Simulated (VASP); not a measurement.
PbSe (Clausthalite):

```xyz
2
Lattice="0.0000 3.0520 3.0520 3.0520 0.0000 3.0520 3.0520 3.0520 0.0000" Properties=species:S:1:pos:R:3 pbc="T T T"
Pb    0.0000    0.0000    0.0000
Se    3.0520    3.0520    3.0520
```

```yaml
Program: VASP 6.6.1
Task: relaxation of cell and atoms
Functional: HSE06
Potentials_or_basis: VASP PAW PBE potentials, release 64 (Pb_d, Se)
Cutoff: 520 eV
k_mesh: 6 × 6 × 6
Occupations: gaussian, width 0.03 eV
Spin: no spin polarisation
```

At the start: pressure 1.7 GPa; volume 28.43 Å³/atom.

Problem. Where does the relaxation end?

Solution. Over 4 steps the energy falls by 4.6 meV/atom and the volume is 29.30 Å³/atom (+3.1 %); space group Fm-3m (No. 225, to 0.05 Å).

Step by step:
```tsv
step	energy change (eV)	largest force (eV/Å)	pressure (GPa)	volume (Å³)
1	0.0000	0.0000	1.67	56.86
2	-0.0079	0.0000	-0.45	59.33
3	-0.0091	0.0000	-0.06	58.67
4	-0.0091	0.0000	-0.02	58.60
```

Final structure:
```
Pb Se
1.0
     0.00000    3.08296    3.08296
     3.08296    0.00000    3.08296
     3.08296    3.08296    0.00000
Pb Se
1 1
Direct
  0.00000 0.00000 0.00000
  0.50000 0.50000 0.50000
```

Caveat: the PAW data sets were made with another functional, which shifts forces and pressure a little.
